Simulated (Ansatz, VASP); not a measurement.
## W: VASP beside Ansatz

```xyz
1
Lattice="-1.5843 1.5843 1.5843 1.5843 -1.5843 1.5843 1.5843 1.5843 -1.5843" Properties=species:S:1:pos:R:3 pbc="T T T"
W     0.0000    0.0000    0.0000
```

Alike in both runs: functional r2SCAN; k mesh 19 × 19 × 19; occupations fermi-dirac, width 0.05 eV; no spin polarisation.

Ansatz relaxed the structure, and its values are those at the end. VASP's run is a single point on that final structure, the one shown.

```csv
,VASP,Ansatz
version,VASP 6.6.1,Ansatz 0.2.0
potentials or method,"VASP PAW PBE potentials, release 64 (W_sv)","PAW with Ansatz's default frozen-core files, scalar-relativistic"
plane-wave cutoff (eV),520,500
valence electrons in the cell,14,14
```

|  | VASP | Ansatz | Ansatz less VASP |
| --- | --- | --- | --- |
| pressure (GPa) | 1.3 | 0.0 | -1.25 |

The functional is the same, so the differences come from potentials, cutoffs and numerics.

Caveats: the PAW data sets were made with another functional, which shifts forces and pressure a little (VASP). The runs have no spin-orbit coupling, so splittings on W are missing.
